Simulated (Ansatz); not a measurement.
Compare A (`c1cn[nH]c1`) with its isomer B (`CN=C=C=N`).

Computed with Ansatz on PBE0-D4/def2-TZVP structures; ΔE is electronic, products minus reactants. CBS: MP2 limit from def2 TZ/QZ plus the TZ coupled-cluster correction, frozen cores. Functionals use def2-TZVPP. B3LYP here is the variant with VWN-RPA as its local correlation; programs differ in this. One conformer a species, not always the lowest.

**Question.** Which is lower in electronic energy at CCSD(T)/CBS, and by how much? (An estimate is asked.)

**Answer.** The calculation gave: A, by 233.5 kJ/mol.

**Question.** Give E(B) − E(A) in kJ/mol with PBE-D4, r2SCAN-D4, ωB97M-V, CCSD(T)/def2-TZVPP, B3LYP-D4, HF/def2-TZVPP, BLYP-D4. (Best estimate.)

**Answer.** Computed: PBE-D4 215.8, r2SCAN-D4 223.0, ωB97M-V 238.4, CCSD(T)/def2-TZVPP 226.8, B3LYP-D4 208.2, HF/def2-TZVPP 221.7, BLYP-D4 182.4. None reverses the order clearly.

**Question.** Does the order hold for the free energy at 298.15 K (harmonic terms from PBE0-D4)? (Estimate.)

**Answer.** Ansatz gave: Yes: G(B) − G(A) = +212.9 kJ/mol, for one conformer each.

Largest T1 diagnostic: 0.016.

The D4 term adds +6.3 kJ/mol with B3LYP and +2.9 kJ/mol with PBE0; it sums over pairs of atoms, weighted by their polarisabilities, and B3LYP, whose exchange is more repulsive, gets the larger term. From PBE to PBE0 (25 % exact exchange), in def2-TZVPP and without D4, E(B) − E(A) moves by +28.3 kJ/mol.
